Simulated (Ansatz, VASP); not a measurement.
**BN in VASP and in Ansatz**

```
N B
1.0
     4.88009    0.00000    0.00000
     0.00000    2.59146    0.00000
     0.00000    0.00000    4.29205
N B
4 4
Direct
  0.32675 0.76503 0.10403
  0.68013 0.23817 0.89575
  0.18433 0.26244 0.60508
  0.83048 0.75108 0.39333
  0.33249 0.26161 0.91296
  0.15732 0.73057 0.41596
  0.85065 0.27986 0.58898
  0.66292 0.76025 0.09998
```

Change from the starting cell: atoms moved at random, drawn with an rms of 0.05 Å.

Alike in both runs: task single point; functional PBE; k mesh 6 × 10 × 6; occupations fermi-dirac, width 0.05 eV; no spin polarisation.

|  | VASP | Ansatz |
| --- | --- | --- |
| version | VASP 6.6.1 | Ansatz 0.2.0 |
| potentials or method | VASP PAW PBE potentials, release 64 (N, B) | Ansatz PAW |
| plane-wave cutoff (eV) | 520 | 420 |
| valence electrons in the cell | 32 | 32 |

VASP gave:

* gap on the k mesh at the Fermi level (eV): 5.32
* least direct gap on the mesh (eV): 5.78
* pressure (GPa): 2.7
* largest component of the traceless stress (GPa): 6.71
* rms of the force components (eV/Å): 1.266

**Question.** Estimate Ansatz's values.

**Answer.** gap on the k mesh at the Fermi level (eV): 5.33; least direct gap on the mesh (eV): 5.78; pressure (GPa): 2.6; largest component of the traceless stress (GPa): 6.59; rms of the force components (eV/Å): 1.256.

Atom by atom the forces differ by 0.014 eV/Å (rms over components).

Caveats: the pressure holds a Pulay correction of +0.9 GPa for the finite cutoff (Ansatz). A k mesh can miss the band edges.
